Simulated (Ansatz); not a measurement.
Runs of Ansatz 0.2.0 on SnTe. The structure is cubic, space group F-43m (No. 216). The conventional cell has a = 7.222 Å, b = 7.222 Å, c = 7.222 Å, α = 90.00°, β = 90.00°, γ = 90.00°. Te (site symmetry -43m) has 4 Sn at 3.13 Å as nearest neighbours. Around Sn (site symmetry -43m) lie 4 Te at 3.13 Å. Measurements of this composition are mostly on another form, of space group No. 225.

```tsv
task	level	spin	cell	k mesh	cutoff (eV)	points for each segment of the path	mesh quality	gap on the mesh (eV)	pressure (GPa)	relaxed volume (Å³/atom)
band structure	HF	off	as given	4 × 4 × 4	420	4	not flagged	(d)	2.6	-
relaxation of cell and atoms	HSE03	off	relaxed	4 × 4 × 4	420	-	coarse	-	0.0	45.88
band structure	r2SCAN0	off	as given	4 × 4 × 4	500	4	not flagged	0.99	-0.9	-
relaxation of cell and atoms	HSE06	off	relaxed	4 × 4 × 4	420	-	not flagged	0.30	0.0	45.97
band structure	HSE06	off	as given	4 × 4 × 4	420	4	not flagged	0.38	-0.6	-
relaxation of cell and atoms	B3LYP	off	relaxed	4 × 4 × 4	420	-	not flagged	0.94	0.0	48.67
band structure	r2SCANh	off	as given	4 × 4 × 4	500	4	not flagged	(c)	(a)	-
relaxation of cell and atoms	HSEsol	off	relaxed	4 × 4 × 4	420	-	coarse	none	0.0	43.82
single point	HSE06	SOC, no magnetisation	as given	3 × 3 × 3	420	-	coarse	0.98	-1.3	-
band structure	HSE03	off	as given	4 × 4 × 4	420	4	not flagged	0.28	-0.6	-
relaxation of cell and atoms	PBEsol0	off	relaxed	4 × 4 × 4	420	-	not flagged	0.68	0.0	44.30
band structure	r2SCAN50	off	as given	4 × 4 × 4	500	4	not flagged	(b)	-1.0	-
```

Alike in all rows: potentials or basis Ansatz PAW; smearing fermi-dirac 0.05 eV.

Q: Fill in the values left out.

A: (a) -0.8; (b) 1.90; (c) 0.48; (d) 4.13.

Caveats: some runs use coarse meshes; the PAW data sets come from PBE, with cores solved anew for the run's functional, which leaves a small shift of forces and pressure; spin-orbit coupling is left out, which moves the levels of the heavy elements (some runs); the thresholds are loose for stress (some runs); the plane-wave basis is chosen anew once the cell has moved, so the energies of steps on either side of that aren't comparable (some runs); odd divisions of the mesh miss points on the zone boundary, where band edges often lie, so the gap on the mesh can be too wide (some runs).

A k mesh can miss the band edges, and rows without SOC leave out spin-orbit coupling on Sn, Te.

A gap of «none» marks a metal or a gap under the smearing width.
